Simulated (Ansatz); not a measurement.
## Ag in Ansatz: the effect of functional

Ag:

```
CELL_PARAMETERS angstrom
-1.63328 1.63328 1.63328
1.63328 -1.63328 1.63328
1.63328 1.63328 -1.63328
ATOMIC_POSITIONS crystal
Ag 0.00000 0.00000 0.00000
```

This isn't the form of Ag at room conditions, which is fcc.

The cell isn't the ideal one: volume scaled by 0.96.

Alike in all runs:

* Program: Ansatz 0.2.0
* Task: single point
* Potentials or basis: Ansatz PAW
* k mesh: 11 × 11 × 11
* Occupations: fermi-dirac, width 0.05 eV
* Spin: no spin polarisation

```tsv
functional	cutoff	pressure (GPa)
LDA	420 eV (not typed: the program's choice for these potentials)	-8.4
PBEsol	420 eV (not typed: the program's choice for these potentials)	?
r2SCAN	500 eV (not typed: the program's choice for these potentials)	0.0
```

Problem. What does the run with functional PBEsol give?

Solution. Pressure -3.9 GPa.

Caveats: the PAW data sets come from PBE, with cores solved anew for the run's functional, which leaves a small shift of forces and pressure.
